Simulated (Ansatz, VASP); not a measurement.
**Mg in VASP and in Ansatz**

File INCAR:

```
SYSTEM = Mg
PREC = Accurate
ENCUT = 520
EDIFF = 1E-6
ISMEAR = 0
SIGMA = 0.1
LREAL = .False.
LASPH = .True.
NELM = 100
ALGO = Normal
ISIF = 2
LWAVE = .False.
LCHARG = .False.
GGA = PS
NBANDS = 7
```

KPOINTS

```
Automatic mesh
0
Gamma
  14 14 14
  0 0 0
```

The input POSCAR:

```
Mg
1.0
    0.0000000000      2.5385378443      2.5385378443
    2.5385378443      0.0000000000      2.5385378443
    2.5385378443      2.5385378443      0.0000000000
Mg
1
Direct
    0.0000000000      0.0000000000      0.0000000000
```

Input for Ansatz:

```yaml
crystal:
  lattice:
    - [0.0, 2.5385378443, 2.5385378443]
    - [2.5385378443, 0.0, 2.5385378443]
    - [2.5385378443, 2.5385378443, 0.0]
  atoms:
    - { symbol: Mg, position: [0.0, 0.0, 0.0] }
basis:
  ecutwfc: 420
kpoints:
  mp_grid: { grid: [14, 14, 14] }
hamiltonian:
  xc: pbesol
scf:
  occupations: { method: gaussian, width: 0.1 }
output:
  forces: true
  stress: true
  eigenvalues: true
```

Alike in both runs: task single point; functional PBEsol; k mesh 14 × 14 × 14; occupations gaussian, width 0.1 eV; no spin polarisation.

|  | VASP | Ansatz |
| --- | --- | --- |
| version | VASP 6.6.1 | Ansatz 0.2.0 |
| potentials or method | VASP PAW PBE potentials, release 64 (Mg) | scalar-relativistic, plane waves, PAW |
| plane-wave cutoff (eV) | 520 | 420 |
| valence electrons in the cell | 2 | 10 |

```tsv
	VASP	Ansatz	Ansatz less VASP
gap on the k mesh at the Fermi level (eV)	none	none	-
pressure (GPa)	-6.4	-6.3	+0.06
```

A gap of «none» marks a metal or a gap that the smearing closes. The two sets of potentials don't hold the same shells in valence.

Caveats: the PAW data sets were made with another functional, which shifts forces and pressure a little (VASP).
